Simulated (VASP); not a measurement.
**A vacancy on the Si site in NdCuSi**

Wanted: what a vacancy on the Si site costs in NdCuSi and how the lattice relaxes round it. The start is a cell from a database of measured crystal structures.

Method: PBEsol, 4f electrons in the core; plane waves and PAW (Nd_3, Cu, Si), in the first sound run; inputs show where later runs differ, in VASP 6.6.1.

**1. The host crystal**

The structure is hexagonal, space group P6_3/mmc (No. 194). The conventional cell has a = 4.210 Å, b = 4.210 Å, c = 7.822 Å, α = 90.00°, β = 90.00°, γ = 120.00°. Nearest to Nd lie 6 Cu at 3.12 Å and 6 Si at 3.12 Å. Nearest to Cu lie 3 Si at 2.43 Å and 6 Nd at 3.12 Å. Nearest to Si lie 3 Cu at 2.43 Å and 6 Nd at 3.12 Å. Farther neighbours are not listed.

**2. The host at zero pressure**

The later steps need the crystal at this functional's own lattice; a raised cutoff keeps the stress reliable while the cell changes.

Input file INCAR:

```
SYSTEM = NdCuSi
PREC = Accurate
ENCUT = 390
EDIFF = 1E-06
NELM = 120
ISMEAR = 1
SIGMA = 0.15
LREAL = .FALSE.
ALGO = Normal
GGA = PS
NBANDS = 32
LORBIT = 11
LWAVE = .FALSE.
LCHARG = .FALSE.
KPAR = 4
IBRION = 2
NSW = 40
ISIF = 3
EDIFFG = -0.02
POTIM = 0.4
```

Input file POSCAR:

```
NdCuSi
1.0
    4.2100000000      0.0000000000      0.0000000000
   -2.1050000000      3.6459669499      0.0000000000
    0.0000000000      0.0000000000      7.8220000000
Nd Cu Si
2 2 2
Direct
    0.0000000000      0.0000000000      0.5000000000
    0.0000000000      0.0000000000      0.0000000000
    0.6666666667      0.3333333333      0.7500000000
    0.3333333333      0.6666666667      0.2500000000
    0.6666666667      0.3333333333      0.2500000000
    0.3333333333      0.6666666667      0.7500000000
```

Input file KPOINTS:

```
Automatic mesh
0
Gamma
7 7 3
0 0 0
```

The projector-augmented-wave data sets are Nd_3, Cu and Si (PBE family, release 64).

Command:

```console
mpirun -np 4 vasp_std
```

What it wrote:

```text
[banner, memory and clock lines left out]
running    4 mpi-ranks, on    1 nodes
 distrk:  each k-point on    1 cores,    4 groups
 distr:  one band on    1 cores,    1 groups

 POSCAR found type information on POSCAR NdCuSi
 POSCAR found :  3 types and       6 ions
|                                                                             |
|               ----> ADVICE to this user running VASP <----                  |
|                                                                             |
|     You enforced a specific xc type in the INCAR file but a different       |
|     [... a line on the potential file left out ...]
|     I HOPE YOU KNOW WHAT YOU ARE DOING!                                     |
|                                                                             |

 LDA part: xc-table for (Slater+PW92), standard interpolation
 POSCAR, INCAR and KPOINTS ok, starting setup
 FFT: planning ... GRIDC
 FFT: planning ... GRID_SOFT
 FFT: planning ... GRID
 WAVECAR not read
 entering main loop
       N       E                     dE             d eps       ncg     rms          rms(c)
DAV:   1     0.416334354841E+03    0.41633E+03   -0.19458E+04  1024   0.148E+03
DAV:   2    -0.216653088423E+01   -0.41850E+03   -0.40918E+03  1032   0.381E+02
DAV:   3    -0.381297923416E+02   -0.35963E+02   -0.34613E+02  1648   0.123E+02
DAV:   4    -0.407427149345E+02   -0.26129E+01   -0.25995E+01  1776   0.258E+01
DAV:   5    -0.408321084594E+02   -0.89394E-01   -0.89342E-01  1648   0.489E+00    0.296E+01
DAV:   6    -0.552314019792E+02   -0.14399E+02   -0.31375E+02  1344   0.332E+02    0.252E+01
DAV:   7    -0.370208309324E+02    0.18211E+02   -0.72065E+01  1352   0.996E+01    0.109E+01
DAV:   8    -0.345359615637E+02    0.24849E+01   -0.77354E+00  1632   0.434E+01    0.457E+00
DAV:   9    -0.342552783486E+02    0.28068E+00   -0.36338E+00  1736   0.294E+01    0.217E+00
DAV:  10    -0.342462557238E+02    0.90226E-02   -0.74858E-01  1792   0.956E+00    0.727E-01
DAV:  11    -0.342457399188E+02    0.51581E-03   -0.80565E-02  1552   0.407E+00    0.414E-01
DAV:  12    -0.342454097176E+02    0.33020E-03   -0.10524E-02  1656   0.907E-01    0.259E-01
DAV:  13    -0.342442428770E+02    0.11668E-02   -0.83340E-03  1584   0.171E+00    0.865E-02
DAV:  14    -0.342442209822E+02    0.21895E-04   -0.12169E-03  1648   0.483E-01    0.126E-02
DAV:  15    -0.342442219510E+02   -0.96876E-06   -0.30041E-05  1480   0.321E-02    0.158E-02
DAV:  16    -0.342442218270E+02    0.12402E-06   -0.61659E-06  1344   0.384E-02
   1 F= -.34244222E+02 E0= -.34245810E+02  d E =-.342442E+02
 curvature:   0.00 expect dE= 0.000E+00 dE for cont linesearch  0.000E+00
 trial: gam= 0.00000 g(F)=  0.115E-44 g(S)=  0.511E-01 ort = 0.000E+00 (trialstep = 0.100E+01)
 search vector abs. value=  0.511E-01
 bond charge predicted
       N       E                     dE             d eps       ncg     rms          rms(c)
DAV:   1    -0.350227477002E+02   -0.77853E+00   -0.12657E+01  1208   0.551E+01    0.791E+00
DAV:   2    -0.354122253180E+02   -0.38948E+00   -0.16804E+01  1472   0.848E+01    0.655E+00
DAV:   3    -0.342692224718E+02    0.11430E+01   -0.45233E+00  1464   0.429E+01    0.121E+00
DAV:   4    -0.343393672982E+02   -0.70145E-01   -0.14085E+00  1832   0.157E+01    0.242E+00
DAV:   5    -0.342566982258E+02    0.82669E-01   -0.46930E-01  1560   0.127E+01    0.464E-01
DAV:   6    -0.342594124019E+02   -0.27142E-02   -0.23665E-02  1272   0.912E-01    0.373E-01
DAV:   7    -0.342596889885E+02   -0.27659E-03   -0.17986E-03  1680   0.362E-01    0.309E-01
DAV:   8    -0.342611884485E+02   -0.14995E-02   -0.14816E-03  1504   0.336E-01    0.186E-01
DAV:   9    -0.342611528933E+02    0.35555E-04   -0.49551E-04  1864   0.103E-01    0.154E-01
DAV:  10    -0.342610806923E+02    0.72201E-04   -0.24450E-05  1664   0.755E-02    0.133E-01
DAV:  11    -0.342608664864E+02    0.21421E-03   -0.38604E-04  1552   0.359E-01    0.398E-02
DAV:  12    -0.342608657698E+02    0.71654E-06   -0.78640E-05  1704   0.507E-02    0.279E-02
DAV:  13    -0.342608659868E+02   -0.21700E-06   -0.21140E-06  1008   0.615E-03
   2 F= -.34260866E+02 E0= -.34262466E+02  d E =-.166442E-01
[...]
3 F= -.34263417E+02 E0= -.34265025E+02  d E =-.191953E-01
 curvature:  -0.18 expect dE=-0.821E-04 dE for cont linesearch -0.586E-04
 ZBRENT: interpolating
 opt :   0.7265  next Energy=   -34.263539 (dE=-0.193E-01)
 bond charge predicted
       N       E                     dE             d eps       ncg     rms          rms(c)
DAV:   1    -0.342659147704E+02   -0.24975E-02   -0.44135E-02  1192   0.333E+00    0.400E-01
DAV:   2    -0.342658778602E+02    0.36910E-04   -0.35591E-02  1520   0.393E+00    0.317E-01
DAV:   3    -0.342636330654E+02    0.22448E-02   -0.11763E-02  1480   0.236E+00    0.870E-02
DAV:   4    -0.342635557686E+02    0.77297E-04   -0.13878E-03  1488   0.211E-01    0.443E-02
DAV:   5    -0.342635204494E+02    0.35319E-04   -0.18035E-04  1656   0.182E-01    0.228E-02
DAV:   6    -0.342635216066E+02   -0.11573E-05   -0.12440E-05  1528   0.240E-02    0.185E-02
DAV:   7    -0.342635188340E+02    0.27727E-05   -0.13944E-05  1552   0.572E-02    0.534E-03
DAV:   8    -0.342635185258E+02    0.30814E-06   -0.16598E-06   792   0.100E-02
   4 F= -.34263519E+02 E0= -.34265126E+02  d E =-.192967E-01
 curvature:  -0.36 expect dE=-0.436E-04 dE for cont linesearch -0.334E-05
 trial: gam= 0.01577 g(F)=  0.201E-45 g(S)=  0.120E-03 ort =-0.685E-03 (trialstep = 0.945E+00)
 search vector abs. value=  0.111E-03
 reached required accuracy - stopping structural energy minimisation
```

It took 34 s on 4 MPI ranks of Intel Xeon Platinum 8488C (Sapphire Rapids), shared host; peak memory 0.87 GiB; 2.2 min of CPU time.

Lines that name or quote the potential files are left out of all logs, and their timing lines are given in words.

Parts of OUTCAR (step 2):

```text
ion  position               nearest neighbor table
   1  0.000  0.000  0.500-   3 3.12   4 3.12   5 3.12   6 3.12   4 3.12   6 3.12   3 3.12   5 3.12
                             3 3.12   5 3.12   4 3.12   6 3.12
   2  0.000  0.000  0.000-   3 3.12   4 3.12   5 3.12   6 3.12   4 3.12   6 3.12   3 3.12   5 3.12
                             3 3.12   5 3.12   4 3.12   6 3.12
   3  0.667  0.333  0.750-   6 2.43   6 2.43   6 2.43   1 3.12   2 3.12   1 3.12   2 3.12   1 3.12
                             2 3.12
   4  0.333  0.667  0.250-   5 2.43   5 2.43   5 2.43   1 3.12   2 3.12   2 3.12   1 3.12   2 3.12
                             1 3.12
   5  0.667  0.333  0.250-   4 2.43   4 2.43   4 2.43   1 3.12   2 3.12   1 3.12   2 3.12   1 3.12
                             2 3.12
   6  0.333  0.667  0.750-   3 2.43   3 2.43   3 2.43   1 3.12   2 3.12   2 3.12   1 3.12   2 3.12
                             1 3.12

  LATTYP: Found a hexagonal cell.
 ALAT       =     4.2100000000
 C/A-ratio  =     1.8579572447

 Subroutine GETGRP returns: Found 24 space group operations
 (whereof 12 operations were pure point group operations)

The static configuration has the point symmetry D_3d.
 The point group associated with its full space group is D_6h.

 Found     16 irreducible k-points:

   k-points           NKPTS =     16   k-points in BZ     NKDIM =     16   number of bands    NBANDS=     32

   dimension x,y,z NGX =    28 NGY =   28 NGZ =   50
   dimension x,y,z NGXF=    56 NGYF=   56 NGZF=  100

   ENCUT  =  390.0 eV  28.66 Ry    5.35 a.u.   6.78  6.78 12.60*2*pi/ulx,y,z

   NELECT =      52.0000    total number of electrons

 k-points in reciprocal lattice and weights: Automatic mesh
   0.00000000  0.00000000  0.00000000       0.007
   0.14285714  0.00000000  0.00000000       0.041
   0.28571429  0.00000000  0.00000000       0.041
   0.42857143  0.00000000  0.00000000       0.041
   0.14285714  0.14285714  0.00000000       0.041
   0.28571429  0.14285714  0.00000000       0.082
   0.42857143  0.14285714  0.00000000       0.041
   0.28571429  0.28571429  0.00000000       0.041
   0.00000000  0.00000000  0.33333333       0.014
[...]
0.42857143  0.14285714  0.33333333       0.082
   0.28571429  0.28571429  0.33333333       0.082

 average (electrostatic) potential at core
       1 -33.5715       2 -33.5715       3 -65.7562       4 -65.7562       5 -82.6691
       6 -82.6691

 E-fermi :   5.5491

 k-point     1 :       0.0000    0.0000    0.0000
  band No.  band energies     occupation
    ...
     19       2.5203      2.00000
     20       2.5203      2.00000
     21       2.7176      2.00000
     22       4.9738      2.00000
     23       4.9738      2.00000
     24       5.6524      0.08831
     25       6.2142     -0.00000
     26       6.6429     -0.00000
     27       6.6429     -0.00000
     28       7.1101     -0.00000
    ...

 k-point     2 :       0.1429    0.0000    0.0000
  band No.  band energies     occupation
    ...
     21       2.6903      2.00000
     22       4.1541      2.00000
     23       5.0538      2.00003
     24       5.1621      2.00161
     25       5.4504      1.88857
     26       5.5993      0.46773
     27       5.6943     -0.04300
     28       7.1488     -0.00000
     29       7.5457     -0.00000
     30       7.7405     -0.00000
    ...

 k-point     3 :       0.2857    0.0000    0.0000
  band No.  band energies     occupation
    ...
     22       3.3855      2.00000
     23       3.7145      2.00000
     24       4.3355      2.00000
     25       4.9686      2.00000
     26       5.1831      2.00302
     27       5.6093      0.37741
     28       6.4109     -0.00000
     29       8.2511     -0.00000
     30       8.3517     -0.00000
     31       8.9049      0.00000
    ...

  Total        0.0696096      0.0696096     -0.0947669      0.0000000      0.0000000      0.0000000
  in kB        0.9503221      0.9503221     -1.2937726      0.0000000      0.0000000      0.0000000
  external PRESSURE =       0.2022905 kB  Pullay stress =       0.0000000 kB

  energy-cutoff  :      390.00
  volume of cell :      117.36
      direct lattice vectors                 reciprocal lattice vectors
     4.176055897  0.000000000 -0.000000000     0.239460396  0.138252524  0.000000000
    -2.088027948  3.616570494  0.000000000     0.000000000  0.276505049  0.000000000
     0.000000000  0.000000000  7.770445004     0.000000000  0.000000000  0.128692758

 POSITION                                       TOTAL-FORCE (eV/Angst)
 -----------------------------------------------------------------------------------
     -0.00000      0.00000      3.88522         0.000000      0.000000     -0.000000
     -0.00000      0.00000      0.00000         0.000000      0.000000     -0.000000
      2.08803      1.20552      5.82783         0.000000     -0.000000     -0.000000
     -0.00000      2.41105      1.94261        -0.000000      0.000000      0.000000
      2.08803      1.20552      1.94261         0.000000      0.000000     -0.000000
     -0.00000      2.41105      5.82783        -0.000000     -0.000000      0.000000
 -----------------------------------------------------------------------------------
    total drift:                                0.000000     -0.000000     -0.000000

  FREE ENERGIE OF THE ION-ELECTRON SYSTEM (eV)
  ---------------------------------------------------
  free  energy   TOTEN  =       -34.2635185258 eV

  energy  without entropy=      -34.2683420754  energy(sigma->0) =      -34.26512638

 reached required accuracy - stopping structural energy minimisation

 total charge
# of ion       s       p       d       tot
------------------------------------------
    1        2.097   5.855   0.895   8.848
    2        2.097   5.855   0.895   8.848
    3        0.508   0.420   9.132  10.060
    4        0.508   0.420   9.132  10.060
    5        0.758   0.918   0.000   1.676
    6        0.758   0.918   0.000   1.676
--------------------------------------------------
tot          6.726  14.388  20.053  41.167

[... 3 further parts left out ...]
```

CONTCAR:

```
NdCuSi
   1.00000000000000
     4.1760558967358383    0.0000000000000000   -0.0000000000000000
    -2.0880279483679192    3.6165704941653396    0.0000000000000000
     0.0000000000000000    0.0000000000000000    7.7704450036509467
  Nd              Cu              Si
     2     2     2
Direct
     0.0000000000000000    0.0000000000000000    0.5000000000000000
     0.0000000000000000    0.0000000000000000    0.0000000000000000
     0.6666666667000030    0.3333333332999970    0.7500000000000000
     0.3333333332999970    0.6666666667000030    0.2500000000000000
     0.6666666667000030    0.3333333332999970    0.2500000000000000
     0.3333333332999970    0.6666666667000030    0.7500000000000000
```

The data set Nd_3 holds the 4f electrons frozen in the core, so no f bands or f moments appear. The k-mesh is coarse for a metal. The PAW data sets were made with PBE, which is usual practice but a small mismatch for other functionals. The run keeps the 24 symmetry operations of its start, so it cannot find a distortion of lower symmetry.

Step by step:

| step | energy less that of the first step (eV) | largest force (eV/Å) | pressure (GPa) | volume (Å³) |
| --- | --- | --- | --- | --- |
| 1 | 0.0000 | 0.0000 | -2.16 | 120.06 |
| 2 | -0.0166 | 0.0000 | 0.29 | 116.35 |
| 3 | -0.0192 | 0.0000 | 0.17 | 117.14 |
| 4 | -0.0193 | 0.0000 | 0.02 | 117.36 |

| conventional cell, symmetrised | before | after | change |
| --- | --- | --- | --- |
| a (Å) | 4.210 | 4.176 | -0.8 % |
| b (Å) | 4.210 | 4.176 | -0.8 % |
| c (Å) | 7.822 | 7.770 | -0.7 % |
| volume (Å³/atom) | 20.01 | 19.56 | -2.3 % |

Final coordinates:

```cif
data_structure
_symmetry_space_group_name_H-M 'P 1'
_symmetry_Int_Tables_number 1
_cell_length_a 4.1761
_cell_length_b 4.1761
_cell_length_c 7.7704
_cell_angle_alpha 90.000
_cell_angle_beta 90.000
_cell_angle_gamma 120.000
_cell_volume 117.36
loop_
_atom_site_label
_atom_site_type_symbol
_atom_site_fract_x
_atom_site_fract_y
_atom_site_fract_z
_atom_site_occupancy
Nd1 Nd 0.00000 0.00000 0.50000 1
Nd2 Nd 0.00000 0.00000 0.00000 1
Cu3 Cu 0.66667 0.33333 0.75000 1
Cu4 Cu 0.33333 0.66667 0.25000 1
Si5 Si 0.66667 0.33333 0.25000 1
Si6 Si 0.33333 0.66667 0.75000 1
```

Numbers from this step:

| Property | Result |
| --- | --- |
| electronic cycles | 46 |
| electrons | 52 |
| free energy (TOTEN) | -34.26 eV |
| energy at zero smearing | -34.27 eV |
| Fermi energy | 5.549 eV |
| labelled metallic, from the levels on this mesh | yes |

The run ended after 4 ionic steps, 0.019 eV below its first step, once forces and stress met EDIFFG = -0.02.

(Part 1 of 3 ends here.)

[Lines on the potential files, build, host, timing and source positions are cut from VASP's logs without a mark.]

[Logs are printed without paths, hosts, clocks, repeated set-up lines and the standing remarks that a program may print on its own settings, such as how far it seeks lower states.]

[Hosts, paths, dates, database ids (printed as entryN), source tags and the programs' standing remarks are cut or masked in the printed files.]

[In band tables of VASP the shares of atoms and orbitals are scaled to a sum of 1 inside the atoms' spheres.]

[Runs that stopped without an error message from VASP are left out.]
